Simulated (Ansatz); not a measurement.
# SiO2: checking a database structure before trusting its electric field gradients

The cell is a computed structure from the Materials Project (it need not be an observed phase).

```cif
data_SiO2
_symmetry_space_group_name_H-M 'P-4m2'
_symmetry_Int_Tables_number 115
_cell_length_a 6.9114
_cell_length_b 6.9114
_cell_length_c 6.4185
_cell_angle_alpha 90.000
_cell_angle_beta 90.000
_cell_angle_gamma 90.000
loop_
_atom_site_label
_atom_site_type_symbol
_atom_site_symmetry_multiplicity
_atom_site_Wyckoff_symbol
_atom_site_fract_x
_atom_site_fract_y
_atom_site_fract_z
Si1 Si 4 j 0.2696 0.0000 0.1194
Si5 Si 1 d 0.0000 0.0000 0.5000
O6 O 4 j 0.1917 0.0000 0.3564
O10 O 4 h 0.1911 0.1911 0.0000
O14 O 2 g 0.5000 0.0000 0.1205
```

One atom of each set is listed.

The numbers come from a DFT calculation in Ansatz (PBE, plane waves and PAW, scalar-relativistic, 420 eV cutoff, Γ-centred 4×4×4 k-points, Fermi–Dirac smearing 0.02 eV).

Question: Do the atoms and the cell lie near the calculated equilibrium?

Answer: Nearly. The largest force is 0.41 eV/Å, on atom 10 (O: 2 Si at 1.62 Å, angle 140°), and the pressure is 3.1 GPa. Relaxing the atoms is still advisable, since electric field gradients respond to shifts of a few hundredths of an ångström.
